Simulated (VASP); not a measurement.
# Ge (P1) in VASP: reference runs

How does Ge come out in PBE? The cell is run as given.

All numbers are computed with VASP 6.6.1; they aren't measurements. Logs are shortened: lines on timing, memory, paths and dates and some standing lists are left out, and cuts for length are marked.

## Step 1: The cell of the first run

The typed cell holds 4 atoms: a = 3.900 Å, b = 3.900 Å, c = 5.553 Å, α = 105.70°, β = 109.98°, γ = 97.38°.

This isn't the form of Ge at room conditions, which is diamond.

## Step 2: Single point, PBE (a zone-boundary wave of random shape, sigma 0.1 Å)

File INCAR:

```
PREC = Accurate
ENCUT = 520
EDIFF = 1E-7
ISMEAR = -1
SIGMA = 0.05
LREAL = F
LASPH = T
NELM = 80
ALGO = Normal
ISIF = 2
LWAVE = F
LCHARG = F
GGA = PE
NBANDS = 36
```

File KPOINTS:

```
regular mesh
0
Gamma
  8 7 6
```

File POSCAR:

```
Ge
1.0
    2.5744897200     -2.5744897200     -1.3974126400
   -2.5744897200     -2.5744897200      1.3974126400
   -2.5744897200      2.5744897200     -4.1922379300
Ge
4
Direct
    0.6506344100      0.5138643500      0.1654595800
    0.0993655900      0.4861356500      0.5845404200
    0.2737335600      0.0110087300      0.2835356200
    0.7262664400      0.9889912700      0.7164643800
```

Potentials or basis: VASP PAW PBE potentials, release 64 (Ge_d).

Command:

```console
> cat potpaw_PBE.64/Ge_d/POTCAR > POTCAR
> mpirun -np 1 vasp_std > vasp.out
```

OUTCAR:

```text
PREC = Accurate
   ENCUT = 520
   EDIFF = 1E-7
   ISMEAR = -1
   LREAL = F
   LASPH = T
   NELM = 80
   ISIF = 2
   GGA = PE

 ion  position               nearest neighbor table
   1  0.651  0.514  0.165-   2 2.43   3 2.66   3 2.66   3 2.67   4 2.90
   2  0.099  0.486  0.585-   1 2.43   3 2.47   4 2.67   4 2.68   4 2.68
   3  0.274  0.011  0.284-   2 2.47   4 2.48   1 2.66   1 2.66   1 2.67
   4  0.726  0.989  0.716-   3 2.48   2 2.67   2 2.68   2 2.68   1 2.90

  LATTYP: Found a base centered monoclinic cell.
 ALAT       =     5.8585866571
 B/A-ratio  =     0.8788774053
 C/A-ratio  =     0.9540953983
 COS(beta)  =    -0.4770476983

  Lattice vectors:

 A1 = (  -2.5744897200,  -2.5744897200,   1.3974126400)
 A2 = (  -2.5744897200,   2.5744897200,   1.3974126400)
 A3 = (   0.0000000000,   0.0000000000,  -5.5896505700)

Analysis of symmetry for initial positions (statically):
=====================================================================
 Subroutine PRICEL returns:
 Original cell was already a primitive cell.

 Routine SETGRP: Setting up the symmetry group for a
 base centered monoclinic supercell.

 Subroutine GETGRP returns: Found  1 space group operations
 (whereof  1 operations were pure point group operations)
 out of a pool of  4 trial point group operations.

The static configuration has the point symmetry C_1 .

Analysis of symmetry for dynamics (positions and initial velocities):
=====================================================================
 Subroutine PRICEL returns:
 Original cell was already a primitive cell.

 Routine SETGRP: Setting up the symmetry group for a
 base centered monoclinic supercell.

 Subroutine GETGRP returns: Found  1 space group operations
 (whereof  1 operations were pure point group operations)
 out of a pool of  4 trial point group operations.

The dynamic configuration has the point symmetry C_1 .

 Subroutine INISYM returns: Found  1 space group operations
 (whereof  1 operations are pure point group operations),
 and found     1 'primitive' translations

----------------------------------------------------------------------------------------

                                     Primitive cell

  volume of cell :      74.0964

  direct lattice vectors                    reciprocal lattice vectors
     2.574489720 -2.574489720 -1.397412640     0.097106622 -0.194213244 -0.178902060
[... 112 lines left out ...]
   EDIFF  = 0.1E-06   stopping-criterion for ELM
   LREAL  =      F    real-space projection
   EDIFFG = 0.1E-05   stopping-criterion for IOM
   NSW    =      0    number of steps for IOM
   IBRION =     -1    ionic relax: 0-MD 1-quasi-New 2-CG
   NFREE  =      0    steps in history (QN), initial steepest desc. (CG)
   ISIF   =      2    stress and relaxation
   ISYM   =      2    0-nonsym 1-usesym 2-fastsym
   POTIM  = 0.5000    time-step for ionic-motion
   TEBEG  =    0.0;   TEEND  =   0.0 temperature during run
   PSTRESS=    0.0 pullay stress
   NELECT =      56.0000    total number of electrons
   NUPDOWN=      -1.0000    fix difference up-down
   EMIN   =  10.00;   EMAX   =-10.00  energy-range for DOS
   EFERMI =   0.00;   METHOD = LEGACY
   ISMEAR =    -1;   SIGMA  =   0.05  broadening in eV -4-tet -1-fermi 0-gaus
   EFERMI_NEDOS =   21; number of points for ismear=-14 and -15
   IALGO  =     38    algorithm
   IMIX   =      4    mixing-type and parameters
     AMIX     =   0.40;   BMIX     =  1.00
     AMIX_MAG =   1.60;   BMIX_MAG =  1.00
  volume/ion in A,a.u.               =      18.52       125.01
  Fermi-wavevector in a.u.,A,eV,Ry     =   1.491209  2.817976 30.255333  2.223704
  Thomas-Fermi vector in A             =   2.603893
   LORBIT       =      0    0 simple, 1 ext, 2 COOP (PROOUT), +10 PAW based schemes
   GGA     = PE    functional components
   LHFCALC =     F    Hartree Fock is set to
   AEXX    =    0.0000 exact exchange contribution
   IVDW    =     0    specifies the selected vdW correction
   LEPSILON=     F    determine dielectric tensor
   LRPA    =     F    only Hartree local field effects (RPA)
 non-spin polarized calculation
  energy-cutoff  :      520.00
  volume of cell :       74.10
 maximum number of plane-waves:      2013
 NGX is ok and might be reduce to    30
   NGX = 15   NGY = 15   NGZ = 21

 number of electron      56.0000005 magnetization

 Free energy of the ion-electron system (eV)
  ---------------------------------------------------
  ext. energy  EPLUGINS =         0.00000000
  ---------------------------------------------------
  free energy    TOTEN  =       -16.61021360 eV

  energy without entropy =      -16.59609558  energy(sigma->0) =      -16.60315459

 E-fermi :   6.6872     XC(G=0): -11.2658

 val. band max:        6.6736557188   @ k =   0.5000   0.4286   0.3333
 cond. band min:       6.6911878700   @ k =   0.5000   0.1429   0.5000
 fundamental gap:      0.0175321512
 Fermi energy:         6.6871805075

 k-point     1 :       0.0000    0.0000    0.0000
  band No.  band energies     occupation
      1     -18.0677      2.00000
      2     -18.0230      2.00000
      3     -18.0041      2.00000
      4     -17.9762      2.00000
      5     -17.9679      2.00000
      6     -17.9496      2.00000
[... 925 lines left out ...]
     35      13.9710      0.00000
     36      14.2124      0.00000

 [... further k-points ...]

------------------------ aborting loop because EDIFF is reached ----------------------------------------

  FORCE on cell =-STRESS in cart. coord.  units (eV):
  Direction    XX          YY          ZZ          XY          YZ          ZX
  --------------------------------------------------------------------------------------
  -------------------------------------------------------------------------------------
  Total        2.0869030      2.2530216      6.4756426     -0.0995813      0.0238805      0.0651131
  in kB       45.1248599     48.7168225    140.0220635     -2.1532349      0.5163646      1.4079339
  external PRESSURE =      77.9545820 kB  Pullay stress =       0.0000000 kB

 VOLUME and BASIS-vectors are now :
 -----------------------------------------------------------------------------
  energy-cutoff  :      520.00
  volume of cell :       74.10
      direct lattice vectors                 reciprocal lattice vectors
     2.574489720 -2.574489720 -1.397412640     0.097106622 -0.194213244 -0.178902060
    -2.574489720 -2.574489720  1.397412640    -0.194213244 -0.194213244  0.000000000
    -2.574489720  2.574489720 -4.192237930    -0.097106622  0.000000000 -0.178902060

 POSITION                                       TOTAL-FORCE (eV/Angst)
 -----------------------------------------------------------------------------------
     -0.07386     -2.57202     -0.88477         0.554312     -0.006068      1.679586
     -2.50063     -0.00247     -1.91006        -0.887022      0.011188     -1.558636
     -0.05358     -0.00311     -1.55578         0.882166      0.021220      1.236382
     -2.52091     -2.57138     -2.63645        -0.549456     -0.026340     -1.357333
 -----------------------------------------------------------------------------------
    total drift:                               -0.000014     -0.000015     -0.000010

  FREE ENERGIE OF THE ION-ELECTRON SYSTEM (eV)
  ---------------------------------------------------
  free  energy   TOTEN  =       -16.6102136029 eV

  energy  without entropy=      -16.5960955846  energy(sigma->0) =      -16.60315459
```

stdout:

```text
POSCAR found type information on POSCAR Ge
 POSCAR found :  1 types and       4 ions
 scaLAPACK will be used
 LDA part: xc-table for (Slater+PW92), standard interpolation
 -----------------------------------------------------------------------------
|                                                                             |
|           W    W    AA    RRRRR   N    N  II  N    N   GGGG   !!!           |
|           W    W   A  A   R    R  NN   N  II  NN   N  G    G  !!!           |
|           W    W  A    A  R    R  N N  N  II  N N  N  G       !!!           |
|           W WW W  AAAAAA  RRRRR   N  N N  II  N  N N  G  GGG   !            |
|           WW  WW  A    A  R   R   N   NN  II  N   NN  G    G                |
|           W    W  A    A  R    R  N    N  II  N    N   GGGG   !!!           |
|                                                                             |
|     Your reciprocal lattice and k-lattice belong to different lattice       |
|     classes:                                                                |
|                                                                             |
|        The reciprocal lattice is base-centered monoclinic,                  |
|        whereas your k-lattice is triclinic.                                 |
|                                                                             |
|     Results are often still useful ...                                      |
|                                                                             |
 -----------------------------------------------------------------------------

 POSCAR, INCAR and KPOINTS ok, starting setup
 FFT: planning ... GRIDC
 FFT: planning ... GRID_SOFT
 FFT: planning ... GRID
 WAVECAR not read
 entering main loop
```

Run time: 6.5 min. Hardware: 1 thread of Intel Xeon Platinum 8488C (Sapphire Rapids), shared host; peak memory 0.4 GiB.

What came out:

```yaml
Free_energy: -16.6102 eV
Pressure: 7.8 GPa
Largest_force: 1.793 eV/Å
Band_gap_on_the_k_mesh: none (metal or under the smearing width)
```

Forces in eV/Å, atoms in the order of the input:
```
Ge   0.554 -0.006  1.680
Ge  -0.887  0.011 -1.559
Ge   0.882  0.021  1.236
Ge  -0.549 -0.026 -1.357
```

Levels at points of the mesh, in eV from the Fermi level:
| k point | band 26 | band 27 | band 28 | band 29 | band 30 | band 31 |
| --- | --- | --- | --- | --- | --- | --- |
| (0.00, 0.00, 0.00) | -2.55 | -1.55 | -1.33 | -1.32 | 2.79 | 3.38 |
| (0.50, 0.00, 0.00) | -1.61 | -0.80 | 0.02 | 0.99 | 2.02 | 2.40 |
| (0.00, 0.00, 0.50) | -1.85 | 0.47 | 0.75 | 0.86 | 1.67 | 3.12 |
| (0.50, 0.00, 0.50) | -2.18 | -1.28 | 0.27 | 0.68 | 1.24 | 2.10 |

Caveat: forces of over 1 eV/Å show positions far from the minimum, so gaps and moduli don't describe the material at rest.
